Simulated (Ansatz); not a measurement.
Input and command of a plane-wave DFT calculation in Ansatz:

```yaml
crystal:
  lattice:
    - [-1.651318654, 1.651318654, 1.32032985]
    - [1.651318654, -1.651318654, 1.32032985]
    - [1.651318654, 1.651318654, -1.32032985]
  atoms:
    - { symbol: Si, position: [0.0, 0.0, 0.0] }
basis:
  ecutwfc: 420
kpoints:
  mp_grid: { grid: [22, 22, 22] }
hamiltonian:
  xc: pbesol
scf:
  occupations: { method: gaussian, width: 0.15 }
output:
  forces: true
  stress: true
  eigenvalues: true
```

```bash
ansatz run input.yaml --threads 1 --pin off --max-ram 2560MiB --backend cpu --events-out ev --progress --plain --runs-dir out
```

Processor: Intel(R) Xeon(R) Processor @ 2.50GHz (Skylake/Cascade Lake), 1 thread, on a host shared with other jobs.

Q: How long does it run, and how much memory does it take?

A: About 9.8 s on 1 thread of Intel(R) Xeon(R) Processor @ 2.50GHz (Skylake/Cascade Lake), with other jobs on the host, peak memory 0.39 GiB. It solves 6 bands at 834 k points (the mesh reduced by the symmetry that the task leaves, which can be less than the crystal's) with about 273 plane waves, in 6 SCF iterations.
